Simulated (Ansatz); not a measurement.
**Property card for Si**

These are results of Ansatz 0.2.0, DFT PBE, scalar-relativistic, plane waves, PAW, not measurements.

Cutoff 420 eV; k points 10×10×10 on the computed 2-atom cell (Γ-centred); Gaussian smearing, width 0.02 eV; no spin polarisation.

The structure is relaxed at this level of theory with its symmetry kept.

The structure is cubic, space group Fd-3m (No. 227). The conventional cell has a = 5.470 Å, b = 5.470 Å, c = 5.470 Å, α = 90.00°, β = 90.00°, γ = 90.00°. Si (site symmetry -43m) has 4 Si at 2.37 Å as nearest neighbours.

```json
{"Volume per atom": "138.0 bohr³", "Formation energy from the elements' standard states (uncorrected)": "0.000 eV/atom", "Kohn–Sham band gap": "0.61 eV", "Löwdin character of the top 1 eV of the valence band": "Si 3p 96 %", "Löwdin character of the lowest 1 eV of the conduction band": "Si 3p 58 %, Si 3s 27 %, unprojected 15 %", "Bader charges (e)": "Si (2 in the cell) 0.00"}
```